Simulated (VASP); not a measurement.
# NaCl: single point with PBE

NaCl:

```
Na Cl
1.0
     3.32708    0.00000    0.00000
     0.00000    3.32708    0.00000
     0.00000    0.00000    3.41464
Na Cl
1 1
Direct
  0.00000 0.00000 0.00000
  0.50000 0.50000 0.50000
```

Measurements of this composition are mostly on another form, of space group No. 225.

The cell isn't the ideal one: strain -0.050 along x and y, -0.025 along z, atoms carried along.

```json
{
  "Program": "VASP 6.6.1",
  "Task": "single point",
  "Functional": "PBE",
  "Potentials or basis": "VASP PAW PBE potentials, release 64 (Na_pv, Cl)",
  "Cutoff": "520 eV",
  "k mesh": "6 × 6 × 6",
  "Occupations": "gaussian, width 0.05 eV",
  "Spin": "no spin polarisation"
}
```

```yaml
Pressure: 4.6 GPa
Band_gap_on_the_k_mesh: 4.38 eV, indirect (least direct gap 4.96 eV)
```

Stress tensor (GPa, compression positive):
```
5.43 0.00 0.00
0.00 5.43 0.00
0.00 0.00 2.95
```

Levels at points of the mesh, in eV from the valence-band top:
```
           k point  band 3  band 4  band 5  band 6  band 7  band 8  band 9  band 10  band 11  band 12
(0.00, 0.00, 0.00)  -22.05  -13.93   -0.84   -0.58   -0.58    4.38    8.23     8.47    16.17    16.17
(0.50, 0.00, 0.00)  -22.04  -13.41   -3.62   -0.53   -0.29    7.24    9.46    10.38    11.74    12.28
(0.50, 0.50, 0.00)  -22.04  -13.03   -2.79   -2.79   -0.18    5.52    9.91    11.79    11.79    12.44
(0.00, 0.00, 0.50)  -22.05  -13.48   -3.62   -0.34   -0.34    7.35    9.31    10.39    12.22    12.22
(0.50, 0.00, 0.50)  -22.04  -13.10   -2.87   -2.76    0.00    5.39   10.17    11.75    11.99    12.84
(0.50, 0.50, 0.50)  -22.08  -12.69   -2.37   -2.37   -2.27    7.03    7.04     7.04    12.63    16.71
```

Run time: 25 s on 1 thread of Intel(R) Xeon(R) Platinum 8375C CPU @ 2.90GHz (Ice Lake) (shared host), peak memory 0.16 GiB.

A k mesh can miss the band edges.
